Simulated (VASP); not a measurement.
Runs of VASP 6.6.1 on C. It takes space group R-3m (No. 166, trigonal). Conventional cell: a = 2.466 Å, b = 2.466 Å, c = 24.848 Å, α = 90.00°, β = 90.00°, γ = 120.00°. C (site symmetry 3m) has 3 C at 1.42 Å as nearest neighbours. Around C (site symmetry 3m) lie 3 C at 1.42 Å. This isn't the form of C at room conditions, which is graphite.

| task | level | potentials or basis | k mesh | cutoff (eV) | smearing | mesh quality | gap on the mesh (eV) | pressure (GPa) | largest force (eV/Å) |
| --- | --- | --- | --- | --- | --- | --- | --- | --- | --- |
| single point | PBEsol | VASP PAW PBE potentials, release 64 (C) | 12 × 12 × 12 | 500 | gaussian 0.1 eV | not flagged | 0.19 | -1.5 | - |
| single point | PBEsol | VASP PAW PBE potentials, release 64 (C) | 12 × 12 × 12 | 520 | gaussian 0.05 eV | not flagged | 0.19 | -1.5 | - |
| single point | PBE | VASP PAW PBE potentials, release 64 (C_GW) | 6 × 6 × 6 | 450 | gaussian 0.02 eV | coarse | 0.18 | - | 0.01 |
| single point | LDA | VASP PAW LDA potentials, release 64 (C) | 7 × 7 × 7 | 900 | gaussian 0.02 eV | coarse | 2.60 | (a) | 0.01 |
| single point | PBE | VASP PAW PBE potentials, release 64 (C) | 12 × 12 × 12 | 520 | fermi-dirac 0.05 eV | not flagged | 0.18 | 0.5 | 0.01 |
| single point | PBE | VASP PAW PBE potentials, release 64 (C_GW) | 6 × 6 × 6 | 500 | gaussian 0.02 eV | coarse | 0.18 | -0.5 | 0.01 |

Alike in all rows: no spin polarisation; cell as given.

Task: Estimate the missing entries.

Result: (a) -5.8.

Caveats: some runs use coarse meshes; the PAW data sets were made with another functional, which shifts forces and pressure a little (some runs); the cutoff is under 1.25 times the usual one of these potentials, so pressure, stress and relaxed cells hold a basis-set (Pulay) error (some runs); an odd mesh through Γ misses points on the zone boundary, where band edges often lie (some runs).
